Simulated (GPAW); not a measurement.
## SnSe: single point with PBE

Crystal: SnSe.

```
Sn Se
1.0
     0.00000    3.01000    3.01000
     3.01000    0.00000    3.01000
     3.01000    3.01000    0.00000
Sn Se
1 1
Direct
  0.00000 0.00000 0.00000
  0.50000 0.50000 0.50000
```

Measurements of this composition are mostly on another form, of space group No. 62.

```
Program             : GPAW 26.7.0
Task                : single point
Functional          : PBE
Potentials or basis : GPAW PAW data sets (gpaw-data 1.2.1)
Cutoff              : 450 eV
Basis               : pw
k mesh              : 6 × 6 × 6
Occupations         : fermi-dirac, width 0.05 eV
Spin                : no spin polarisation
Maxiter             : 120
Convergence         : default
```

```
Pressure               : -0.5 GPa
Band gap on the k mesh : 0.59 eV, direct
```

Levels at points of the mesh, in eV from the valence-band top:
```tsv
k point	band 7	band 8	band 9	band 10	band 11	band 12	band 13	band 14
(0.00, 0.00, 0.00)	-5.04	-2.20	-2.20	-2.20	4.32	4.32	4.32	5.88
(0.50, 0.50, 0.00)	-5.98	-5.47	-3.64	-3.64	3.04	5.34	5.34	5.96
(0.50, 0.50, 0.50)	-8.03	-1.95	-1.95	0.00	0.59	1.25	1.25	8.25
```

Wall time 8.8 s on 1 thread of Arm Neoverse V1, on a shared host, peak memory 0.14 GiB.

Caveat: the cutoff is short for stress and forces, so pressures can be off by a GPa or more; spin-orbit coupling is left out, which moves the levels of the heavy elements. A k mesh can miss the band edges.
